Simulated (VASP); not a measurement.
Wanted: the native input for a VASP 6.6.1 run.

```yaml
Task: electron localisation function
Functional: PBE
Dispersion: rVV10
Potentials_or_basis: VASP PAW PBE potentials, release 64 (Mg_sv_GW)
Cutoff: 600 eV
k_mesh: 6 × 6 × 6
Occupations: tetrahedron
Spin: no spin polarisation
Further_INCAR_settings: ALGO = Conjugate; EDIFF = 1e-07
```

The structure of Mg lies in Mg.cif:

```cif
data_Mg
_cell_length_a 4.48851200
_cell_length_b 4.48851200
_cell_length_c 4.48851200
_cell_angle_alpha 90.00000000
_cell_angle_beta 90.00000000
_cell_angle_gamma 90.00000000
_space_group_name_H-M_alt 'Fm-3m'
_space_group_name_Hall '-F 4 2 3'
_space_group_IT_number 225
loop_
_space_group_symop_operation_xyz
'x,y,z'
'-x,-y,-z'
'-y,x,z'
'y,-x,-z'
'-x,-y,z'
'x,y,-z'
'y,-x,z'
'-y,x,-z'
'x,-y,-z'
'-x,y,z'
'-y,-x,-z'
'y,x,z'
'-x,y,-z'
'x,-y,z'
'y,x,-z'
'-y,-x,z'
'z,x,y'
'-z,-x,-y'
'z,-y,x'
'-z,y,-x'
'z,-x,-y'
'-z,x,y'
'z,y,-x'
'-z,-y,x'
'-z,x,-y'
'z,-x,y'
'-z,-y,-x'
'z,y,x'
'-z,-x,y'
'z,x,-y'
'-z,y,x'
'z,-y,-x'
'y,z,x'
'-y,-z,-x'
'x,z,-y'
'-x,-z,y'
'-y,z,-x'
'y,-z,x'
'-x,z,y'
'x,-z,-y'
'-y,-z,x'
'y,z,-x'
'-x,-z,-y'
'x,z,y'
'y,-z,-x'
'-y,z,x'
'x,-z,y'
'-x,z,-y'
'x,y+1/2,z+1/2'
'-x,-y+1/2,-z+1/2'
'-y,x+1/2,z+1/2'
'y,-x+1/2,-z+1/2'
'-x,-y+1/2,z+1/2'
'x,y+1/2,-z+1/2'
'y,-x+1/2,z+1/2'
'-y,x+1/2,-z+1/2'
'x,-y+1/2,-z+1/2'
'-x,y+1/2,z+1/2'
'-y,-x+1/2,-z+1/2'
'y,x+1/2,z+1/2'
'-x,y+1/2,-z+1/2'
'x,-y+1/2,z+1/2'
'y,x+1/2,-z+1/2'
'-y,-x+1/2,z+1/2'
'z,x+1/2,y+1/2'
'-z,-x+1/2,-y+1/2'
'z,-y+1/2,x+1/2'
'-z,y+1/2,-x+1/2'
'z,-x+1/2,-y+1/2'
'-z,x+1/2,y+1/2'
'z,y+1/2,-x+1/2'
'-z,-y+1/2,x+1/2'
'-z,x+1/2,-y+1/2'
'z,-x+1/2,y+1/2'
'-z,-y+1/2,-x+1/2'
'z,y+1/2,x+1/2'
'-z,-x+1/2,y+1/2'
'z,x+1/2,-y+1/2'
'-z,y+1/2,x+1/2'
'z,-y+1/2,-x+1/2'
'y,z+1/2,x+1/2'
'-y,-z+1/2,-x+1/2'
'x,z+1/2,-y+1/2'
'-x,-z+1/2,y+1/2'
'-y,z+1/2,-x+1/2'
'y,-z+1/2,x+1/2'
'-x,z+1/2,y+1/2'
'x,-z+1/2,-y+1/2'
'-y,-z+1/2,x+1/2'
'y,z+1/2,-x+1/2'
'-x,-z+1/2,-y+1/2'
'x,z+1/2,y+1/2'
'y,-z+1/2,-x+1/2'
'-y,z+1/2,x+1/2'
'x,-z+1/2,y+1/2'
'-x,z+1/2,-y+1/2'
'x+1/2,y,z+1/2'
'-x+1/2,-y,-z+1/2'
'-y+1/2,x,z+1/2'
'y+1/2,-x,-z+1/2'
'-x+1/2,-y,z+1/2'
'x+1/2,y,-z+1/2'
'y+1/2,-x,z+1/2'
'-y+1/2,x,-z+1/2'
'x+1/2,-y,-z+1/2'
'-x+1/2,y,z+1/2'
'-y+1/2,-x,-z+1/2'
'y+1/2,x,z+1/2'
'-x+1/2,y,-z+1/2'
'x+1/2,-y,z+1/2'
'y+1/2,x,-z+1/2'
'-y+1/2,-x,z+1/2'
'z+1/2,x,y+1/2'
'-z+1/2,-x,-y+1/2'
'z+1/2,-y,x+1/2'
'-z+1/2,y,-x+1/2'
'z+1/2,-x,-y+1/2'
'-z+1/2,x,y+1/2'
'z+1/2,y,-x+1/2'
'-z+1/2,-y,x+1/2'
'-z+1/2,x,-y+1/2'
'z+1/2,-x,y+1/2'
'-z+1/2,-y,-x+1/2'
'z+1/2,y,x+1/2'
'-z+1/2,-x,y+1/2'
'z+1/2,x,-y+1/2'
'-z+1/2,y,x+1/2'
'z+1/2,-y,-x+1/2'
'y+1/2,z,x+1/2'
'-y+1/2,-z,-x+1/2'
'x+1/2,z,-y+1/2'
'-x+1/2,-z,y+1/2'
'-y+1/2,z,-x+1/2'
'y+1/2,-z,x+1/2'
'-x+1/2,z,y+1/2'
'x+1/2,-z,-y+1/2'
'-y+1/2,-z,x+1/2'
'y+1/2,z,-x+1/2'
'-x+1/2,-z,-y+1/2'
'x+1/2,z,y+1/2'
'y+1/2,-z,-x+1/2'
'-y+1/2,z,x+1/2'
'x+1/2,-z,y+1/2'
'-x+1/2,z,-y+1/2'
'x+1/2,y+1/2,z'
'-x+1/2,-y+1/2,-z'
'-y+1/2,x+1/2,z'
'y+1/2,-x+1/2,-z'
'-x+1/2,-y+1/2,z'
'x+1/2,y+1/2,-z'
'y+1/2,-x+1/2,z'
'-y+1/2,x+1/2,-z'
'x+1/2,-y+1/2,-z'
'-x+1/2,y+1/2,z'
'-y+1/2,-x+1/2,-z'
'y+1/2,x+1/2,z'
'-x+1/2,y+1/2,-z'
'x+1/2,-y+1/2,z'
'y+1/2,x+1/2,-z'
'-y+1/2,-x+1/2,z'
'z+1/2,x+1/2,y'
'-z+1/2,-x+1/2,-y'
'z+1/2,-y+1/2,x'
'-z+1/2,y+1/2,-x'
'z+1/2,-x+1/2,-y'
'-z+1/2,x+1/2,y'
'z+1/2,y+1/2,-x'
'-z+1/2,-y+1/2,x'
'-z+1/2,x+1/2,-y'
'z+1/2,-x+1/2,y'
'-z+1/2,-y+1/2,-x'
'z+1/2,y+1/2,x'
'-z+1/2,-x+1/2,y'
'z+1/2,x+1/2,-y'
'-z+1/2,y+1/2,x'
'z+1/2,-y+1/2,-x'
'y+1/2,z+1/2,x'
'-y+1/2,-z+1/2,-x'
'x+1/2,z+1/2,-y'
'-x+1/2,-z+1/2,y'
'-y+1/2,z+1/2,-x'
'y+1/2,-z+1/2,x'
'-x+1/2,z+1/2,y'
'x+1/2,-z+1/2,-y'
'-y+1/2,-z+1/2,x'
'y+1/2,z+1/2,-x'
'-x+1/2,-z+1/2,-y'
'x+1/2,z+1/2,y'
'y+1/2,-z+1/2,-x'
'-y+1/2,z+1/2,x'
'x+1/2,-z+1/2,y'
'-x+1/2,z+1/2,-y'
loop_
_atom_site_label
_atom_site_type_symbol
_atom_site_symmetry_multiplicity
_atom_site_Wyckoff_symbol
_atom_site_fract_x
_atom_site_fract_y
_atom_site_fract_z
_atom_site_occupancy
Mg1 Mg 4 a 0.0000000000 0.0000000000 0.0000000000 1
```

The structure of Mg lies in POSCAR:

```
Mg
 1.0000000000000000
     4.4885120000000001    0.0000000000000000    0.0000000000000000
     0.0000000000000000    4.4885120000000001    0.0000000000000000
     0.0000000000000000    0.0000000000000000    4.4885120000000001
 Mg 
   4
Cartesian
  0.0000000000000000  0.0000000000000000  0.0000000000000000
  0.0000000000000000  2.2442560000000000  2.2442560000000000
  2.2442560000000000  0.0000000000000000  2.2442560000000000
  2.2442560000000000  2.2442560000000000  0.0000000000000000
```

This isn't the form of Mg at room conditions, which is hcp.

The input as run:

INCAR

```
SYSTEM = Mg
PREC = Accurate
ENCUT = 600
EDIFF = 1E-7
ISMEAR = -5
SIGMA = 0.05
LREAL = .FALSE.
LASPH = .TRUE.
NELM = 60
ALGO = Conjugate
ISIF = 2
LWAVE = .FALSE.
LCHARG = .TRUE.
GGA = PE
LUSE_VDW = .TRUE.
IVDW_NL = 2
BPARAM = 10.0
CPARAM = 0.0093
LELF = .TRUE.
```

KPOINTS

```
regular mesh
0
G
  6 6 6
  0 0 0
```

Potentials or basis: VASP PAW PBE potentials, release 64 (Mg_sv_GW).

Launch:

```console
$ ase convert -i cif -o vasp Mg.cif POSCAR
$ cat potpaw_PBE.64/Mg_sv_GW/POTCAR > POTCAR
$ mpirun -np 1 vasp_std > vasp.out
```

Results of the run:

```yaml
Pressure: -0.3 GPa
```

It took 5.2 min on 1 thread of AMD EPYC 9R45 (Zen 5), with other jobs on the host, peak memory 0.4 GiB.
